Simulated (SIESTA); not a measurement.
## In under changes of volume

One of the cells (26.666 Å³/atom); the others are scaled copies at fixed shape and fractional positions:

```
CELL_PARAMETERS angstrom
-1.63624 1.63624 2.49008
1.63624 -1.63624 2.49008
1.63624 1.63624 -2.49008
ATOMIC_POSITIONS crystal
In 0.00000 0.00000 0.00000
```

```yaml
Program: SIESTA 5.4.2
Functional: PBE
Potentials_or_basis: PseudoDojo 0.4 standard (PBE files)
Basis: DZP (energy shift 0.003 Ry; two zetas on semicore shells)
Grid_cutoff: 500 Ry
Energy_shift: 0.003 Ry
k_mesh: 11 × 11 × 11
Occupations: fermi-dirac, width 0.05 eV
Spin: no spin polarisation
```

| volume (Å³/atom) | energy over the lowest point (meV/atom) | pressure (GPa) |
| --- | --- | --- |
| 24.575 | 49.64 | 6.1 |
| 25.098 | 32.71 | 4.7 |
| 25.621 | 19.37 | 3.6 |
| 26.666 | ? | ? |
| 27.189 | 0.59 | 0.6 |
| 27.712 | 0.00 | -0.2 |

**Question.** What does the run at 26.666 Å³/atom give?

**Answer.** Energy over the lowest point 3.78 meV/atom; pressure 1.4 GPa.

Worked out: A Birch-Murnaghan fit of order 3 (a polynomial in V^(-2/3)) to the other rows has its minimum at 27.55 Å³/atom with B0 = V·E''(V) = 41 GPa and B' = 3.9 at fixed shape and positions, which overstates the stiffness. It gives 3.77 meV/atom at 26.666 Å³/atom, against the run's 3.78, and -dE/dV = 1.4 GPa, against 1.4.

Energies are extrapolated to zero smearing.

Caveats: the basis of atomic orbitals isn't converged, which shifts pressures, moduli and gaps.
